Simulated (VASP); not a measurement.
Runs of VASP 6.6.1 on Al2O3 (Corundum). It takes space group R-3c (No. 167, trigonal). Conventional cell: a = 4.760 Å, b = 4.760 Å, c = 12.996 Å, α = 90.00°, β = 90.00°, γ = 120.00°. Al (site symmetry 3) has 6 O at 1.85 to 1.97 Å as nearest neighbours. Around O (site symmetry 2) lie 4 Al at 1.85 to 1.97 Å. 

```csv
level,potentials or basis,gap on the mesh (eV),pressure (GPa),relaxed volume (Å³/atom),largest force (eV/Å)
PBEsol,"VASP PAW PBE potentials, release 64 (Al, O)",6.05,0.0,8.56,0.01
LDA,"VASP PAW LDA potentials, release 64 (Al, O)",(b),0.1,8.33,0.01
PBE+D3(BJ),"VASP PAW PBE potentials, release 64 (Al, O)",6.10,0.0,(a),-
PBE,"VASP PAW PBE potentials, release 64 (Al, O)",5.88,0.1,8.74,-
```

Alike in all rows: task relaxation of cell and atoms; no spin polarisation; cell relaxed; k mesh 7 × 7 × 7; cutoff (eV) 600; smearing gaussian 0.03 eV.

**Question.** Fill in the values left out.

**Answer.** (a) 8.58; (b) 6.43.

Caveats: an odd mesh through Γ misses points on the zone boundary, where band edges often lie; the PAW data sets were made with another functional, which shifts forces and pressure a little (some runs).

Not every run made on this cell is shown here.
